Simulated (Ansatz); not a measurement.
Input and command of a plane-wave DFT calculation in Ansatz:

```yaml
crystal:
  lattice:
    - [0.0, 5.9597880294, -5.9597880294]
    - [-5.9597880294, 0.0, -5.9597880294]
    - [-5.9597880294, 5.9597880294, 0.0]
  atoms:
    - { symbol: Ga, position: [0.5, 0.0, 0.5], spin: 1.0 }
    - { symbol: In, position: [0.5, 0.5, 0.5] }
    - { symbol: In, position: [0.0, 0.5, 0.5] }
    - { symbol: In, position: [0.5, 0.0, 0.0] }
    - { symbol: In, position: [0.0, 1.0, 0.0] }
    - { symbol: In, position: [0.5, 0.5, 0.0] }
    - { symbol: In, position: [0.0, 0.5, 0.0] }
    - { symbol: P, position: [0.625, 0.125, 0.125] }
    - { symbol: P, position: [0.125, 0.125, 0.125] }
    - { symbol: P, position: [0.625, 0.625, 0.125] }
    - { symbol: P, position: [0.125, 0.625, 0.125] }
    - { symbol: P, position: [0.625, 0.125, 0.625] }
    - { symbol: P, position: [0.125, 0.125, 0.625] }
    - { symbol: P, position: [0.625, 0.625, 0.625] }
    - { symbol: P, position: [0.125, 0.625, 0.625] }
basis:
  ecutwfc: 420
  xc_grid: 2
kpoints:
  mp_grid: { grid: [3, 3, 3], shift: [0.0, 0.0, 0.0] }
hamiltonian:
  xc: pbe
scf:
  occupations: { method: gaussian, width: 0.02 }
output:
  forces: true
  stress: false
  eigenvalues: true
  populations: true
  write_density: true
  write_potential: true
  elf: true
  volumetric_format: npy
magnetization:
  spin_polarized: true
relax:
  adjacent_minimum: "off"
  f_tol: 0.02
  max_steps: 60
```

```bash
ansatz run input.yaml --threads 4 --pin off --max-ram 10240MiB --backend cpu --events-out ev --progress --plain --runs-dir out
```

Processor: Intel(R) Xeon(R) 6975P-C (Granite Rapids), 4 threads, on a host shared with other jobs.

Estimate time, memory and problem size.

About 4.2 min on 4 threads of Intel(R) Xeon(R) 6975P-C (Granite Rapids) (shared host), peak memory 1.4 GiB. It solves 81 bands at 8 k points (the mesh reduced by symmetry) with about 8363 plane waves, in 153 SCF iterations over 12 ionic steps.
